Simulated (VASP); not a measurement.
# WC (Qusongite) (P-6m2) in VASP: settings compared

The runs below take WC (Qusongite) through elastic constants, band structure, with PBEsol, HSEsol, r2SCAN.

All numbers are computed with VASP 6.6.1; they aren't measurements. Logs are shortened: lines on timing, memory, paths and dates and some standing lists are left out, and cuts for length are marked.

**1. The crystal as given**

Symmetry: P-6m2, No. 187, hexagonal system. The conventional cell has a = 2.907 Å, b = 2.907 Å, c = 2.837 Å, α = 90.00°, β = 90.00°, γ = 120.00°. W (site symmetry -6m2) has 6 C at 2.20 Å as nearest neighbours. C (site symmetry -6m2) has 6 W at 2.20 Å as nearest neighbours.

**2. Elastic constants, PBEsol**

The input, POSCAR:

```
WC
1.0
    2.9065000000      0.0000000000      0.0000000000
   -1.4532500000      2.5171028361      0.0000000000
    0.0000000000      0.0000000000      2.8366000000
W C
1 1
Direct
    0.0000000000      0.0000000000      0.0000000000
    0.6666666667      0.3333333333      0.5000000000
```

The input, INCAR.step1:

```
SYSTEM = WC
ALGO = Normal
EDIFF = 1E-8
EDIFFG = -0.002
ENCUT = 600
GGA = PS
IBRION = 2
ISIF = 3
ISMEAR = -1
LASPH = .TRUE.
LCHARG = .FALSE.
LREAL = .FALSE.
LWAVE = .FALSE.
NELM = 100
NSW = 40
PREC = Accurate
SIGMA = 0.05
```

The input, INCAR.step2:

```
SYSTEM = WC
ALGO = Normal
EDIFF = 1E-8
ENCUT = 600
GGA = PS
IBRION = 6
ISIF = 3
ISMEAR = -1
LASPH = .TRUE.
LCHARG = .FALSE.
LREAL = .FALSE.
LWAVE = .FALSE.
NELM = 100
NFREE = 2
NSW = 1
POTIM = 0.015
PREC = Accurate
SIGMA = 0.05
```

The input, KPOINTS:

```
k-points
0
G
  7 7 7
  0 0 0
```

Potentials or basis: VASP PAW PBE potentials, release 64 (W_sv, C).

On the command line:

```
$ cat potpaw_PBE.64/W_sv/POTCAR potpaw_PBE.64/C/POTCAR > POTCAR
$ cp INCAR.step1 INCAR
$ mpirun -np 1 vasp_std > vasp.out
$ cp CONTCAR POSCAR
$ cp INCAR.step2 INCAR
$ mpirun -np 1 vasp_std > vasp.out
```

OUTCAR:

```text
SYSTEM = WC
   EDIFF = 1E-8
   ENCUT = 600
   GGA = PS
   IBRION = 6
   ISIF = 3
   ISMEAR = -1
   LASPH = .TRUE.
   LREAL = .FALSE.
   NELM = 100
   NFREE = 2
   NSW = 1
   POTIM = 0.015
   PREC = Accurate

 ion  position               nearest neighbor table
   1  0.000  0.000  0.000-   2 2.19   2 2.19   2 2.19   2 2.19   2 2.19   2 2.19
   2  0.667  0.333  0.500-   1 2.19   1 2.19   1 2.19   1 2.19   1 2.19   1 2.19

  LATTYP: Found a hexagonal cell.
 ALAT       =     2.9021940553
 C/A-ratio  =     0.9756011345

  Lattice vectors:

 A1 = (   2.9021940553,   0.0000000000,   0.0000000000)
 A2 = (  -1.4510970277,   2.5133737786,   0.0000000000)
 A3 = (   0.0000000000,   0.0000000000,   2.8313838129)

Analysis of symmetry for initial positions (statically):
=====================================================================
 Subroutine PRICEL returns:
 Original cell was already a primitive cell.

 Routine SETGRP: Setting up the symmetry group for a
 hexagonal supercell.

 Subroutine GETGRP returns: Found 12 space group operations
 (whereof 12 operations were pure point group operations)
 out of a pool of 24 trial point group operations.

The static configuration has the point symmetry D_3h.

Analysis of symmetry for dynamics (positions and initial velocities):
=====================================================================
 Subroutine PRICEL returns:
 Original cell was already a primitive cell.

 Routine SETGRP: Setting up the symmetry group for a
 hexagonal supercell.

 Subroutine GETGRP returns: Found 12 space group operations
 (whereof 12 operations were pure point group operations)
 out of a pool of 24 trial point group operations.

The dynamic configuration has the point symmetry D_3h.

 Subroutine INISYM returns: Found 12 space group operations
 (whereof 12 operations are pure point group operations),
 and found     1 'primitive' translations

----------------------------------------------------------------------------------------

                                     Primitive cell

  volume of cell :      20.6530

  direct lattice vectors                    reciprocal lattice vectors
     2.902194055  0.000000000  0.000000000     0.344566897  0.198935791  0.000000000
    -1.451097028  2.513373779  0.000000000     0.000000000  0.397871581  0.000000000
     0.000000000  0.000000000  2.831383813     0.000000000  0.000000000  0.353184191

  length of vectors
     2.902194055  2.902194055  2.831383813     0.397871581  0.397871581  0.353184191

  position of ions in fractional coordinates (direct lattice)
     0.000000000  0.000000000  0.000000000
     0.666666667  0.333333333  0.500000000

  ion indices of the primitive-cell ions
   primitive index   ion index
                 1           1
                 2           2

----------------------------------------------------------------------------------------

 KPOINTS: k-points

Automatic generation of k-mesh.
 Grid dimensions read from file:
 generate k-points for:    7    7    7

[... 114 lines left out ...]

------------------------ aborting loop because EDIFF is reached ----------------------------------------

  FORCE on cell =-STRESS in cart. coord.  units (eV):
  Direction    XX          YY          ZZ          XY          YZ          ZX
  --------------------------------------------------------------------------------------
  -------------------------------------------------------------------------------------
  Total       -0.0019452     -0.0019452      0.0007334      0.0000000     -0.0000000      0.0000000
  in kB       -0.1509016     -0.1509016      0.0568921      0.0000000     -0.0000000      0.0000000
  external PRESSURE =      -0.0816370 kB  Pullay stress =       0.0000000 kB
[... 89 lines left out ...]
  FREE ENERGIE OF THE ION-ELECTRON SYSTEM (eV)
  ---------------------------------------------------
  free  energy   TOTEN  =       -23.8857223466 eV

  energy  without entropy=      -23.8832800534  energy(sigma->0) =      -23.88450120

[... ionic steps 4 to 18 ...]

[... 55 lines left out ...]

 [... further k-points ...]

------------------------ aborting loop because EDIFF is reached ----------------------------------------

  FORCE on cell =-STRESS in cart. coord.  units (eV):
  Direction    XX          YY          ZZ          XY          YZ          ZX
  --------------------------------------------------------------------------------------
  -------------------------------------------------------------------------------------
  Total        0.0042700      0.0042700      0.0084987     -0.0000000     -0.0000000      0.0000000
  in kB        0.3312470      0.3312470      0.6592932     -0.0000000     -0.0000000      0.0000000
  external PRESSURE =       0.4405958 kB  Pullay stress =       0.0000000 kB
[... 17 lines left out ...]
  FREE ENERGIE OF THE ION-ELECTRON SYSTEM (eV)
  ---------------------------------------------------
  free  energy   TOTEN  =       -23.8948591631 eV

  energy  without entropy=      -23.8916240379  energy(sigma->0) =      -23.89324160

 INTERNAL STRAIN TENSORS FROM STRAINED CELLS
 ============================================

 INTERNAL STRAIN TENSOR FOR ION    1 for displacements in x,y,z  (eV/Angst):
          X           Y           Z          XY          YZ          ZX
  --------------------------------------------------------------------------------
  x     0.00000    -0.00000    -0.00000     4.50028    -0.00000    -0.00000
  y     4.53701    -4.51400     0.00000    -0.00019    -0.00019     0.00014
  z     0.00000     0.00000     0.00000     0.00000     0.00659     0.00000

 INTERNAL STRAIN TENSORS FROM DISPLACED ATOMS
 ============================================

 INTERNAL STRAIN TENSOR FOR ION    1 for displacements in x,y,z  (eV/Angst):
          X           Y           Z          XY          YZ          ZX
  --------------------------------------------------------------------------------
  x     0.00000     0.00000     0.00000     4.30994     0.00000     0.00000
  y     4.30994    -4.30994     0.00000     0.00000     0.00000     0.00000
  z     0.00000     0.00000     0.00000     0.00000     0.00000     0.00000

 INTERNAL STRAIN TENSOR FOR ION    2 for displacements in x,y,z  (eV/Angst):
          X           Y           Z          XY          YZ          ZX
  --------------------------------------------------------------------------------
  x     0.00000     0.00000     0.00000    -4.30541     0.00000     0.00000
  y    -4.30541     4.30541     0.00000     0.00000     0.00000     0.00000
  z     0.00000     0.00000     0.00000     0.00000     0.00000     0.00000

 Eigenvectors and eigenvalues of the dynamical matrix
 ----------------------------------------------------

   1 f  =   18.817624 THz   118.234617 2PiTHz  627.688364 cm-1    77.823404 meV
             X         Y         Z           dx          dy          dz
      0.000000  0.000000  0.000000    -0.000011    0.247655   -0.000000
      1.451097  0.837791  1.415692     0.000042   -0.968848   -0.000000
[... 21 lines left out ...]
   6 f/i=    0.000667 THz     0.004191 2PiTHz    0.022247 cm-1     0.002758 meV
             X         Y         Z           dx          dy          dz
      0.000000  0.000000  0.000000     0.000000   -0.000000    0.968844
      1.451097  0.837791  1.415692     0.000000   -0.000000    0.247673

--------------------------------------------------------------------------------------------------------

 ELASTIC MODULI CONTR FROM IONIC RELAXATION (kBar)
 Direction    XX          YY          ZZ          XY          YZ          ZX
 --------------------------------------------------------------------------------
 XX         -88.1174     88.1174      0.0000      0.0000      0.0000      0.0000
 YY          88.1174    -88.1174      0.0000     -0.0000      0.0000      0.0000
 ZZ           0.0000      0.0000      0.0000      0.0000      0.0000      0.0000
 XY           0.0000     -0.0000      0.0000    -88.1174      0.0000      0.0000
 YZ           0.0000      0.0000      0.0000      0.0000      0.0000      0.0000
 ZX           0.0000      0.0000      0.0000      0.0000      0.0000      0.0000
 --------------------------------------------------------------------------------

 TOTAL ELASTIC MODULI (kBar)
 Direction    XX          YY          ZZ          XY          YZ          ZX
 --------------------------------------------------------------------------------
 XX        7197.6526   2599.0818   1909.1364      0.0000      0.0000      0.0000
 YY        2599.0818   7197.6526   1909.1364     -0.0000      0.0000      0.0000
 ZZ        1909.1364   1909.1364   9930.1719      0.0000     -0.0000      0.0000
 XY           0.0000     -0.0000      0.0000   2299.2854      0.0000      0.0000
 YZ           0.0000      0.0000     -0.0000      0.0000   3224.8049      0.0000
 ZX           0.0000      0.0000      0.0000      0.0000      0.0000   3224.8042
 --------------------------------------------------------------------------------
```

Wall time 7.1 min (1 thread of Intel Xeon Platinum 8375C at 2.90GHz (Ice Lake), shared host); peak memory 0.21 GiB.

What came out:

- Relaxed volume: 10.33 Å³/atom
- Relaxed cell: a = 2.902 Å, b = 2.902 Å, c = 2.831 Å, α = 90.00°, β = 90.00°, γ = 120.00°
- Space group after relaxing (to 0.05 Å): P-6m2 (No. 187)
- Voigt bulk modulus: 413 GPa
- Highest phonon frequency at Γ, LO-TO splitting left out: 628 cm⁻¹

Step by step:
```csv
step,energy change (eV),largest force (eV/Å),pressure (GPa),volume (Å³)
1,0.0000,0.0000,-1.99,20.75
2,0.0047,0.0000,5.95,20.37
3,-0.0006,0.0000,-0.01,20.65
4,-0.0006,0.0000,0.03,20.65
5,-0.0006,0.0000,-0.07,20.66
6,-0.0006,0.0000,-0.01,20.65
```

Final structure:
```xyz
2
Lattice="2.9022 0.0000 0.0000 -1.4511 2.5134 0.0000 0.0000 0.0000 2.8314" Properties=species:S:1:pos:R:3 pbc="T T T"
W     1.4511    2.5134    0.0000
C     1.4511    0.8378    1.4157
```

Phonon frequencies in cm⁻¹ (negative: imaginary):
```
              q point        frequencies
(0.000, 0.000, 0.000)  0 0 0 591 628 628
```

Elastic tensor in Voigt notation (GPa, in the Cartesian axes of the cell as first typed):
```
720 260 191   0   0   0
260 720 191   0   0   0
191 191 993   0   0   0
  0   0   0 322   0   0
  0   0   0   0 322   0
  0   0   0   0   0 230
```

Clamped-ion elastic tensor (GPa):
```
729 251 191   0   0   0
251 729 191   0   0   0
191 191 993   0   0   0
  0   0   0 322   0   0
  0   0   0   0 322   0
  0   0   0   0   0 239
```

Caveat: the PAW data sets were made with another functional, which shifts forces and pressure a little.

**3. Band structure, HSEsol**

POSCAR is that of step 2.

The input, INCAR.step1:

```
  ALGO = Normal
  EDIFF = 1E-5
  ENCUT = 520
  GGA = PE
  ISIF = 2
  ISMEAR = -1
  LASPH = T
  LCHARG = F
  LMAXMIX = 4
  LREAL = F
  LWAVE = T
  NELM = 60
  PREC = Accurate
  SIGMA = 0.05
```

The input, INCAR.step2:

```
  ALGO = Normal
  EDIFF = 1E-6
  ENCUT = 520
  GGA = PS
  HFSCREEN = 0.2
  ISIF = 2
  ISMEAR = -1
  ISTART = 1
  LASPH = T
  LCHARG = F
  LHFCALC = T
  LMAXMIX = 4
  LREAL = F
  LWAVE = F
  NELM = 60
  PREC = Accurate
  PRECFOCK = Fast
  SIGMA = 0.05
```

The input, KPOINTS:

```
k-points
0
Gamma
  5 5 5
```

The input, KPOINTS_OPT:

```
path GMKGALHA,LM,KH
12
line-mode
reciprocal
 0.0000000000  0.0000000000  0.0000000000  G
 0.5000000000  0.0000000000  0.0000000000  M

 0.5000000000  0.0000000000  0.0000000000  M
 0.3333333333  0.3333333333  0.0000000000  K

 0.3333333333  0.3333333333  0.0000000000  K
 0.0000000000  0.0000000000  0.0000000000  G

 0.0000000000  0.0000000000  0.0000000000  G
 0.0000000000  0.0000000000  0.5000000000  A

 0.0000000000  0.0000000000  0.5000000000  A
 0.5000000000  0.0000000000  0.5000000000  L

 0.5000000000  0.0000000000  0.5000000000  L
 0.3333333333  0.3333333333  0.5000000000  H

 0.3333333333  0.3333333333  0.5000000000  H
 0.0000000000  0.0000000000  0.5000000000  A

 0.5000000000  0.0000000000  0.5000000000  L
 0.5000000000  0.0000000000  0.0000000000  M

 0.3333333333  0.3333333333  0.0000000000  K
 0.3333333333  0.3333333333  0.5000000000  H
```

Potentials or basis: VASP PAW PBE potentials, release 64 (W_sv, C).

On the command line:

```
$ cat potpaw_PBE.64/W_sv/POTCAR potpaw_PBE.64/C/POTCAR > POTCAR
$ cp INCAR.step1 INCAR
$ mpirun -np 1 vasp_std > vasp.out
$ cp INCAR.step2 INCAR
$ mpirun -np 1 vasp_std > vasp.out
```

Run time: 34 min. Hardware: 1 thread of Intel Xeon Platinum 8259CL at 2.50GHz (Skylake/Cascade Lake), shared host; peak memory 0.25 GiB.

The run converged. Its results:

| Quantity | Value |
| --- | --- |
| Free energy | -26.9652 eV |
| Pressure | -9.0 GPa |
| Band gap along the path | none (metal or under the smearing width) |

Stress tensor (GPa, compression positive):
```
 -7.19   0.00   0.00
  0.00  -7.19   0.00
  0.00   0.00 -12.76
```

Levels at the corners of the path, in eV from the Fermi level:
| point | band 5 | band 6 | band 7 | band 8 | band 9 | band 10 | band 11 | band 12 | band 13 |
| --- | --- | --- | --- | --- | --- | --- | --- | --- | --- |
| Γ | -16.59 | -5.29 | -4.22 | -4.22 | -0.31 | 3.55 | 3.55 | 6.24 | 6.34 |
| M | -12.91 | -8.38 | -4.49 | -4.48 | -1.01 | 2.56 | 4.94 | 5.37 | 7.54 |
| M | -12.91 | -8.38 | -4.49 | -4.48 | -1.01 | 2.56 | 4.94 | 5.37 | 7.54 |
| K | -12.08 | -7.88 | -5.64 | -4.31 | 0.65 | 0.73 | 2.12 | 3.53 | 10.15 |
| K | -12.08 | -7.88 | -5.64 | -4.31 | 0.65 | 0.73 | 2.12 | 3.53 | 10.15 |
| Γ | -16.59 | -5.29 | -4.22 | -4.22 | -0.31 | 3.55 | 3.55 | 6.24 | 6.26 |
| Γ | -16.59 | -5.29 | -4.22 | -4.22 | -0.31 | 3.55 | 3.55 | 6.24 | 6.42 |
| A | -12.16 | -10.16 | -2.70 | -2.70 | -0.89 | -0.89 | 3.97 | 4.97 | 4.97 |
| A | -12.16 | -10.16 | -2.70 | -2.70 | -0.89 | -0.89 | 3.97 | 4.97 | 4.97 |
| L | -13.13 | -7.70 | -5.32 | -5.21 | -0.33 | 4.83 | 5.73 | 7.23 | 10.25 |
| L | -13.13 | -7.70 | -5.32 | -5.21 | -0.33 | 4.83 | 5.73 | 7.23 | 10.25 |
| H | -12.77 | -8.52 | -6.54 | -2.43 | -1.31 | 4.71 | 7.05 | 8.29 | 9.76 |
| H | -12.77 | -8.52 | -6.54 | -2.43 | -1.31 | 4.71 | 7.05 | 8.29 | 9.76 |
| A | -12.16 | -10.16 | -2.70 | -2.70 | -0.89 | -0.89 | 3.97 | 4.97 | 4.97 |
| L | -13.13 | -7.70 | -5.32 | -5.21 | -0.33 | 4.83 | 5.73 | 7.23 | 10.35 |
| M | -12.91 | -8.38 | -4.49 | -4.48 | -1.01 | 2.56 | 4.94 | 5.37 | 7.54 |
| K | -12.08 | -7.88 | -5.64 | -4.31 | 0.65 | 0.73 | 2.12 | 3.53 | 10.15 |
| H | -12.77 | -8.52 | -6.54 | -2.43 | -1.31 | 4.71 | 7.05 | 8.29 | 9.76 |

Caveat: the k mesh is coarse (spacing up to 0.50 Å⁻¹), so the values aren't converged, least of all with exact exchange; the PAW data sets were made with another functional, which shifts forces and pressure a little; spin-orbit coupling is left out, which moves the levels of the heavy elements.

**4. Band structure, r2SCAN**

The input, INCAR:

```
  ALGO = Normal
  EDIFF = 1E-6
  ENCUT = 520
  ISIF = 2
  ISMEAR = -1
  LASPH = T
  LCHARG = F
  LMAXMIX = 4
  LMIXTAU = T
  LREAL = F
  LWAVE = F
  METAGGA = R2SCAN
  NBANDS = 16
  NELM = 80
  PREC = Accurate
  SIGMA = 0.05
```

The input, KPOINTS:

```
k-points
0
Gamma
  10 10 9
```

POSCAR is that of step 3.

Edit KPOINTS_OPT of step 3 so:

```diff
@@ -1,3 +1,3 @@
 path GMKGALHA,LM,KH
-12
+20
 line-mode
```

On the command line:

```
$ cat potpaw_PBE.64/W_sv/POTCAR potpaw_PBE.64/C/POTCAR > POTCAR
$ mpirun -np 1 vasp_std > vasp.out
```

It took 6.3 min on 1 thread of AMD EPYC 7R43 (Zen 3), shared host; peak memory 0.14 GiB.

Results (log left out):

- Free energy: -61.6159 eV
- Pressure: 3.3 GPa
- Band gap along the path: none (metal or under the smearing width)

Stress tensor (GPa, compression positive):
```
3.88 0.00 0.00
0.00 3.88 0.00
0.00 0.00 2.14
```

Levels at the corners of the path, in eV from the Fermi level:
| point | band 5 | band 6 | band 7 | band 8 | band 9 | band 10 | band 11 | band 12 | band 13 | band 14 |
| --- | --- | --- | --- | --- | --- | --- | --- | --- | --- | --- |
| Γ | -15.27 | -4.52 | -3.51 | -3.51 | 0.07 | 3.39 | 3.39 | 5.93 | 5.93 | 6.78 |
| M | -11.86 | -7.36 | -3.79 | -3.73 | -0.54 | 2.47 | 4.72 | 5.09 | 7.26 | 10.12 |
| M | -11.86 | -7.36 | -3.79 | -3.73 | -0.54 | 2.47 | 4.72 | 5.09 | 7.26 | 10.12 |
| K | -11.12 | -6.87 | -4.74 | -3.63 | 0.71 | 0.97 | 2.15 | 3.39 | 9.65 | 15.88 |
| K | -11.12 | -6.87 | -4.74 | -3.63 | 0.71 | 0.97 | 2.15 | 3.39 | 9.65 | 15.88 |
| Γ | -15.27 | -4.52 | -3.51 | -3.51 | 0.07 | 3.39 | 3.39 | 5.93 | 5.93 | 6.78 |
| Γ | -15.27 | -4.52 | -3.51 | -3.51 | 0.07 | 3.39 | 3.39 | 5.93 | 5.93 | 6.78 |
| A | -11.17 | -9.04 | -2.12 | -2.12 | -0.60 | -0.60 | 3.79 | 4.81 | 4.81 | 10.54 |
| A | -11.17 | -9.04 | -2.12 | -2.12 | -0.60 | -0.60 | 3.79 | 4.81 | 4.81 | 10.54 |
| L | -12.05 | -6.76 | -4.52 | -4.41 | 0.19 | 4.59 | 5.46 | 6.95 | 9.64 | 10.73 |
| L | -12.05 | -6.76 | -4.52 | -4.41 | 0.19 | 4.59 | 5.46 | 6.95 | 9.64 | 10.73 |
| H | -11.74 | -7.47 | -5.68 | -1.77 | -0.76 | 4.55 | 6.64 | 7.90 | 9.71 | 10.54 |
| H | -11.74 | -7.47 | -5.68 | -1.77 | -0.76 | 4.55 | 6.64 | 7.90 | 9.71 | 10.54 |
| A | -11.17 | -9.04 | -2.12 | -2.12 | -0.60 | -0.60 | 3.79 | 4.81 | 4.81 | 10.54 |
| L | -12.05 | -6.76 | -4.52 | -4.41 | 0.19 | 4.59 | 5.46 | 6.95 | 9.64 | 10.73 |
| M | -11.86 | -7.36 | -3.79 | -3.73 | -0.54 | 2.47 | 4.72 | 5.09 | 7.26 | 10.12 |
| K | -11.12 | -6.87 | -4.74 | -3.63 | 0.71 | 0.97 | 2.15 | 3.39 | 9.65 | 15.88 |
| H | -11.74 | -7.47 | -5.68 | -1.77 | -0.76 | 4.55 | 6.64 | 7.90 | 9.71 | 10.54 |

Caveat: the PAW data sets were made with another functional, which shifts forces and pressure a little; spin-orbit coupling is left out, which moves the levels of the heavy elements.

**5. For comparison**

An earlier run on the cell as given: functional PBEsol; potentials or basis VASP PAW PBE potentials, release 64 (W_sv, C); cutoff 520 eV; k mesh 10 × 10 × 9; occupations fermi-dirac, width 0.05 eV; no spin polarisation.

- Pressure: -2.3 GPa
- Band gap on the k mesh: none (metal or under the smearing width)

**6. Overview**

| task | level | cell | k mesh | cutoff (eV) | ions in elastic constants | grid for exact exchange (PRECFOCK) | ladder | mesh quality | pressure (GPa) |
| --- | --- | --- | --- | --- | --- | --- | --- | --- | --- |
| elastic constants | PBEsol | relaxed | 7 × 7 × 7 | 600 | relaxed | - | - | not flagged | - |
| band structure | HSEsol | as given | 5 × 5 × 5 | 520 | - | Fast | - | coarse | -9.0 |
| band structure | r2SCAN | as given | 10 × 10 × 9 | 520 | - | - | - | not flagged | 3.3 |
| single point | PBEsol | as given | 10 × 10 × 9 | 520 | - | - | free | not flagged | -2.3 |

Alike in all rows: potentials or basis VASP PAW PBE potentials, release 64 (W_sv, C); no spin polarisation; smearing fermi-dirac 0.05 eV.

Caveats: some runs use coarse meshes; the PAW data sets were made with another functional, which shifts forces and pressure a little; spin-orbit coupling is left out, which moves the levels of the heavy elements (some runs).

Absolute energies hang on the potentials; compare differences alone.
